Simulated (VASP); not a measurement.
# Ru (P6_3/mmc) in VASP: further runs, part 2 of 2

VASP 6.6.1.

## Step 3: Band structure, LDA

This run uses another cell than the first one, of 13.12 Å³/atom, 0.985 times its volume.

Input file INCAR:

```
PREC = Accurate ; ENCUT = 520
EDIFF = 1E-7 ; ISMEAR = 1
SIGMA = 0.1 ; LREAL = F
LASPH = T ; NELM = 80
ALGO = Normal ; ISIF = 2
LWAVE = F ; LCHARG = F
LMAXMIX = 4 ; NBANDS = 21
ICORELEVEL = 1
```

Input file KPOINTS:

```
Automatic mesh
0
Gamma
  15 15 9
```

Input file POSCAR:

```
Ru                                      
1.0
    2.6745383215     -0.0000000000      0.0000000000
   -1.3372691607      2.3162181322     -0.0000000000
    0.0000000000     -0.0000000000      4.2350902294
  Ru            
     2
Direct
     0.3333333300000021    0.6666666699999979    0.2500000000000000
     0.6666666699999979    0.3333333300000021    0.7500000000000000
```

KPOINTS_OPT is that of step 2.

Potentials or basis: VASP PAW LDA potentials, release 64 (Ru_pv).

Started as:

```sh
$ cat potpaw_LDA.64/Ru_pv/POTCAR > POTCAR
$ mpirun -np 1 vasp_std > vasp.out
```

OUTCAR:

```text
PREC = Accurate
   ENCUT = 520
   EDIFF = 1E-7
   ISMEAR = 1
   LREAL = F
   LASPH = T
   NELM = 80
   ISIF = 2

 ion  position               nearest neighbor table
   1  0.333  0.667  0.250-   2 2.62   2 2.62   2 2.62   2 2.62   2 2.62   2 2.62
   2  0.667  0.333  0.750-   1 2.62   1 2.62   1 2.62   1 2.62   1 2.62   1 2.62

  LATTYP: Found a hexagonal cell.
 ALAT       =     2.6745383215
 C/A-ratio  =     1.5834845945

  Lattice vectors:

 A1 = (   2.6745383215,   0.0000000000,   0.0000000000)
 A2 = (  -1.3372691607,   2.3162181322,   0.0000000000)
 A3 = (   0.0000000000,   0.0000000000,   4.2350902294)

Analysis of symmetry for initial positions (statically):
=====================================================================
 Subroutine PRICEL returns:
 Original cell was already a primitive cell.

 Routine SETGRP: Setting up the symmetry group for a
 hexagonal supercell.

 Subroutine GETGRP returns: Found 24 space group operations
 (whereof 12 operations were pure point group operations)
 out of a pool of 24 trial point group operations.

[... 165 lines left out ...]

 the core state eigenenergies are
   1-  1s -21796.7805  2s  -3124.0230  2p  -2800.9701  3s   -536.0870  3p   -429.4895
       3d   -256.8341  4s    -59.2674
   2-  1s -21796.7805  2s  -3124.0230  2p  -2800.9701  3s   -536.0870  3p   -429.4895
       3d   -256.8341  4s    -59.2674

 E-fermi :  13.3151     XC(G=0): -14.5934

 val. band max:       13.3117657907   @ k =   0.2667   0.0000   0.3333
 cond. band min:      13.3453049476   @ k =   0.4667   0.0667   0.3333
 fundamental gap:      0.0335391569
 Fermi energy:        13.3151083763

 k-point     1 :       0.0000    0.0000    0.0000
  band No.  band energies     occupation
      1     -30.2607      2.00000
      2     -29.2030      2.00000
      3     -29.2030      2.00000
      4     -29.0115      2.00000
      5     -29.0115      2.00000
      6     -28.9611      2.00000
[... 277 lines left out ...]
     20      23.2740      0.00000
     21      23.5685      0.00000

------------------------ aborting loop because EDIFF is reached ----------------------------------------

  FORCE on cell =-STRESS in cart. coord.  units (eV):
  Direction    XX          YY          ZZ          XY          YZ          ZX
  --------------------------------------------------------------------------------------
  -------------------------------------------------------------------------------------
  Total        0.0057233      0.0057233     -0.0059349      0.0000000      0.0000000     -0.0000000
  in kB        0.3495165      0.3495165     -0.3624391      0.0000000      0.0000000     -0.0000000
  external PRESSURE =       0.1121979 kB  Pullay stress =       0.0000000 kB

 VOLUME and BASIS-vectors are now :
 -----------------------------------------------------------------------------
  energy-cutoff  :      520.00
  volume of cell :       26.24
      direct lattice vectors                 reciprocal lattice vectors
     2.674538322  0.000000000  0.000000000     0.373896306  0.215869133  0.000000000
    -1.337269161  2.316218132  0.000000000     0.000000000  0.431738266  0.000000000
     0.000000000  0.000000000  4.235090229     0.000000000  0.000000000  0.236122478

 POSITION                                       TOTAL-FORCE (eV/Angst)
 -----------------------------------------------------------------------------------
     -0.00000      1.54415      1.05877         0.000000      0.000000      0.000000
      1.33727      0.77207      3.17632        -0.000000      0.000000      0.000000
 -----------------------------------------------------------------------------------
    total drift:                               -0.000004      0.000002     -0.000000

  FREE ENERGIE OF THE ION-ELECTRON SYSTEM (eV)
  ---------------------------------------------------
  free  energy   TOTEN  =       -21.3950889369 eV

  energy  without entropy=      -21.3937157533  energy(sigma->0) =      -21.39463121
```

OSZICAR:

```text
N       E                     dE             d eps       ncg     rms          rms(c)
DAV:   1     0.286659356856E+03    0.28666E+03   -0.17534E+04  5694   0.149E+03
DAV:   2    -0.168428576122E+02   -0.30350E+03   -0.29401E+03  5790   0.446E+02
DAV:   3    -0.228058716426E+02   -0.59630E+01   -0.59324E+01  6775   0.704E+01
[... 18 lines left out ...]
DAV:   8    -0.261418752760E+05   -0.77114E-07     4143
       N       E                     dE             ncg
DAV:   1     0.133468208006E+06   -0.55422E+04      252
DAV:   2     0.131645401771E+06   -0.18228E+04      257
DAV:   3     0.131610846860E+06   -0.34555E+02      307
DAV:   4     0.131610598180E+06   -0.24868E+00      296
DAV:   5     0.131610596719E+06   -0.14607E-02      285
DAV:   6     0.131610596707E+06   -0.12113E-04      262
DAV:   7     0.131610596707E+06   -0.16464E-06      236
DAV:   8     0.131610596707E+06   -0.29104E-08      196
```

It took 36 s on 1 thread of Intel Xeon 6975P-C (Granite Rapids), shared host; peak memory 0.21 GiB.

What came out:

| Item | Value |
| --- | --- |
| Free energy | -21.3951 eV |
| Pressure | 0.0 GPa |
| Band gap along the path | none (metal or under the smearing width) |

Levels at the corners of the path, in eV from the Fermi level:
```
point  band 12  band 13  band 14  band 15  band 16  band 17
    Γ    -2.01    -2.01    -1.44    -1.44     1.28     1.28
    M    -1.83    -1.58     1.55     1.99     2.07     4.30
    M    -1.83    -1.58     1.55     1.99     2.07     4.30
    K    -2.97    -1.12     1.09     1.09     1.55     7.30
    K    -2.97    -1.12     1.09     1.09     1.55     7.30
    Γ    -2.01    -2.01    -1.44    -1.44     1.28     1.28
    Γ    -2.01    -2.01    -1.44    -1.44     1.28     1.28
    A    -2.90    -2.82    -2.82     0.61     0.61     0.61
    A    -2.90    -2.82    -2.82     0.61     0.61     0.61
    L    -1.10     0.50     0.50     1.82     1.82     3.56
    L    -1.10     0.50     0.50     1.82     1.82     3.56
    H    -2.81    -1.25    -1.25     1.33     1.33     8.77
    H    -2.81    -1.25    -1.25     1.33     1.33     8.77
    A    -2.90    -2.82    -2.82     0.61     0.61     0.61
    L    -1.10     0.50     0.50     1.82     1.82     3.56
    M    -1.83    -1.58     1.55     1.99     2.07     4.30
    K    -2.97    -1.12     1.09     1.09     1.55     7.30
    H    -2.81    -1.25    -1.25     1.33     1.33     8.77
```

Core levels (eV, on the scale of the bands):
```
atom                                                                          levels
1 Ru  1s -21796.8, 2s -3124.0, 2p -2801.0, 3s -536.1, 3p -429.5, 3d -256.8, 4s -59.3
2 Ru  1s -21796.8, 2s -3124.0, 2p -2801.0, 3s -536.1, 3p -429.5, 3d -256.8, 4s -59.3
```

## Step 4: Band structure, rev-vdW-DF2

This run uses another cell than the first one, of 13.57 Å³/atom, 1.019 times its volume.

Input file INCAR:

```
  AGGAC = 0.0
  ALGO = Normal
  EDIFF = 1E-7
  ENCUT = 520
  GGA = MK
  ICORELEVEL = 1
  ISIF = 2
  ISMEAR = 1
  LASPH = True
  LCHARG = False
  LMAXMIX = 4
  LREAL = False
  LUSE_VDW = True
  LWAVE = False
  NBANDS = 21
  NELM = 80
  PARAM1 = 0.1234
  PARAM2 = 0.711357
  PREC = Accurate
  SIGMA = 0.1
  ZAB_VDW = -1.8867
```

Input file KPOINTS:

```
k-points
0
Gamma
  15 15 9
```

Input file POSCAR:

```
Ru                                      
1.0
    2.7053652845      0.0000000000      0.0000000000
   -1.3526826422      2.3429150653      0.0000000000
    0.0000000000      0.0000000000      4.2813676548
  Ru            
     2
Direct
     0.3333333300000021    0.6666666699999979    0.2500000000000000
     0.6666666699999979    0.3333333300000021    0.7500000000000000
```

Input file KPOINTS_OPT:

```
explicit points
186
Reciprocal
 0.0000000000  0.0000000000  0.0000000000 1
 0.0263157895  0.0000000000  0.0000000000 1
 0.0526315789  0.0000000000  0.0000000000 1
 0.0789473684  0.0000000000  0.0000000000 1
 0.1052631579  0.0000000000  0.0000000000 1
 0.1315789474  0.0000000000  0.0000000000 1
[... 178 lines left out ...]
 0.5000000000  0.0000000000  0.5000000000 1
 0.5000000000  0.0000000000  0.0000000000 1
```

Potentials or basis: VASP PAW PBE potentials, release 64 (Ru_pv).

Started as:

```sh
$ cat potpaw_PBE.64/Ru_pv/POTCAR > POTCAR
$ mpirun -np 1 vasp_std > vasp.out
```

OUTCAR:

```text
EDIFF = 1E-7
   ENCUT = 520
   GGA = MK
   ISIF = 2
   ISMEAR = 1
   LASPH = True
   LREAL = False
   NELM = 80
   PREC = Accurate

 ion  position               nearest neighbor table
   1  0.333  0.667  0.250-   2 2.65   2 2.65   2 2.65   2 2.65   2 2.65   2 2.65
   2  0.667  0.333  0.750-   1 2.65   1 2.65   1 2.65   1 2.65   1 2.65   1 2.65

  LATTYP: Found a hexagonal cell.
 ALAT       =     2.7053652845
 C/A-ratio  =     1.5825469778

  Lattice vectors:

[... 486 lines left out ...]

  FORCE on cell =-STRESS in cart. coord.  units (eV):
  Direction    XX          YY          ZZ          XY          YZ          ZX
  --------------------------------------------------------------------------------------
  -------------------------------------------------------------------------------------
  Total       -0.0009694     -0.0009694      0.0073979     -0.0000000     -0.0000000     -0.0000000
  in kB       -0.0572312     -0.0572312      0.4367686     -0.0000000     -0.0000000     -0.0000000
  external PRESSURE =       0.1074354 kB  Pullay stress =       0.0000000 kB

 VOLUME and BASIS-vectors are now :
 -----------------------------------------------------------------------------
  energy-cutoff  :      520.00
  volume of cell :       27.14
      direct lattice vectors                 reciprocal lattice vectors
     2.705365285  0.000000000  0.000000000     0.369635851  0.213409358  0.000000000
    -1.352682642  2.342915065  0.000000000     0.000000000  0.426818716  0.000000000
     0.000000000  0.000000000  4.281367655     0.000000000  0.000000000  0.233570223

 POSITION                                       TOTAL-FORCE (eV/Angst)
 -----------------------------------------------------------------------------------
     -0.00000      1.56194      1.07034        -0.000000      0.000000      0.000000
      1.35268      0.78097      3.21103         0.000000     -0.000000      0.000000
 -----------------------------------------------------------------------------------
    total drift:                               -0.000004      0.000003     -0.000000

  FREE ENERGIE OF THE ION-ELECTRON SYSTEM (eV)
  ---------------------------------------------------
  free  energy   TOTEN  =       -13.2726787617 eV

  energy  without entropy=      -13.2711270619  energy(sigma->0) =      -13.27216153

Total vdW correction in eV:      3.3782902
```

OSZICAR:

```text
N       E                     dE             d eps       ncg     rms          rms(c)
DAV:   1     0.294203354891E+03    0.29420E+03   -0.17564E+04  5670   0.149E+03
DAV:   2    -0.871313088361E+01   -0.30292E+03   -0.29375E+03  5790   0.446E+02
DAV:   3    -0.146041811914E+02   -0.58911E+01   -0.58602E+01  6685   0.695E+01
[... 18 lines left out ...]
DAV:   8    -0.282437248136E+05   -0.71552E-07     4230
       N       E                     dE             ncg
DAV:   1     0.713319550205E+05   -0.56634E+05     2142
DAV:   2     0.561204812434E+05   -0.15211E+05     2197
DAV:   3     0.558285346756E+05   -0.29195E+03     2552
DAV:   4     0.558260533885E+05   -0.24813E+01     2859
DAV:   5     0.558260317616E+05   -0.21627E-01     2350
DAV:   6     0.558260314015E+05   -0.36009E-03     2431
DAV:   7     0.558260313999E+05   -0.16273E-05     1895
DAV:   8     0.558260313999E+05   -0.21828E-07     1661
```

stdout:

```text
POSCAR found type information on POSCAR Ru
 POSCAR found :  1 types and       2 ions
 scaLAPACK will be used
 -----------------------------------------------------------------------------
|                                                                             |
|                                                                             |
|     You have switched on vdW-DFT.                                           |
|     This routine was written and supplied by Jiri Klimes. We recommend      |
[... 16 lines left out ...]

 LDA part: xc-table for (Slater+PW92), standard interpolation
 POSCAR, INCAR and KPOINTS ok, starting setup
 FFT: planning ... GRIDC
 FFT: planning ... GRID_SOFT
 FFT: planning ... GRID
 WAVECAR not read
 entering main loop
 Start KPOINTS_OPT (optional k-point list driver)
k-point batch [1-135\186]
k-point batch [136-186\186]
```

Wall time 65 s (1 thread of Intel Xeon Platinum 8488C (Sapphire Rapids), shared host); peak memory 0.3 GiB.

What came out:

```yaml
Free_energy: -13.2727 eV
Pressure: 0.0 GPa
Band_gap_along_the_path: none (metal or under the smearing width)
```

Levels at the corners of the path, in eV from the Fermi level:
```tsv
point	band 12	band 13	band 14	band 15	band 16	band 17
Γ	-1.90	-1.90	-1.38	-1.38	1.20	1.20
M	-1.74	-1.50	1.44	1.86	1.94	4.11
M	-1.74	-1.50	1.44	1.86	1.94	4.11
K	-2.82	-1.06	1.03	1.03	1.46	7.08
K	-2.82	-1.06	1.03	1.03	1.46	7.08
Γ	-1.90	-1.90	-1.38	-1.38	1.20	1.20
Γ	-1.90	-1.90	-1.38	-1.38	1.20	1.20
A	-2.75	-2.68	-2.68	0.56	0.56	0.56
A	-2.75	-2.68	-2.68	0.56	0.56	0.56
L	-1.04	0.49	0.49	1.70	1.70	3.44
L	-1.04	0.49	0.49	1.70	1.70	3.44
H	-2.68	-1.17	-1.17	1.25	1.25	8.49
H	-2.68	-1.17	-1.17	1.25	1.25	8.49
A	-2.75	-2.68	-2.68	0.56	0.56	0.56
L	-1.04	0.49	0.49	1.70	1.70	3.44
M	-1.74	-1.50	1.44	1.86	1.94	4.11
K	-2.82	-1.06	1.03	1.03	1.46	7.08
H	-2.68	-1.17	-1.17	1.25	1.25	8.49
```

Core levels (eV, on the scale of the bands):
```csv
atom,levels
1 Ru,"1s -21917.2, 2s -3137.6, 2p -2808.1, 3s -539.3, 3p -431.0, 3d -257.0, 4s -59.9"
2 Ru,"1s -21917.2, 2s -3137.6, 2p -2808.1, 3s -539.3, 3p -431.0, 3d -257.0, 4s -59.9"
```

Caveat: the PAW data sets were made with another functional, which shifts forces and pressure a little.

## Step 5: The runs side by side

```csv
level,potentials or basis,cell,pressure (GPa)
PBEsol,"VASP PAW PBE potentials, release 64 (Ru_pv)","P6_3/mmc, 13.31 Å³/atom",0.0
LDA,"VASP PAW LDA potentials, release 64 (Ru_pv)","P6_3/mmc, 13.12 Å³/atom",0.0
rev-vdW-DF2,"VASP PAW PBE potentials, release 64 (Ru_pv)","P6_3/mmc, 13.57 Å³/atom",0.0
```

Alike in all rows: task band structure; no spin polarisation; k mesh 15 × 15 × 9; cutoff (eV) 520; smearing methfessel-paxton 0.1 eV.

Caveats: the PAW data sets were made with another functional, which shifts forces and pressure a little (some runs).

Absolute energies hang on the potentials; compare differences alone.
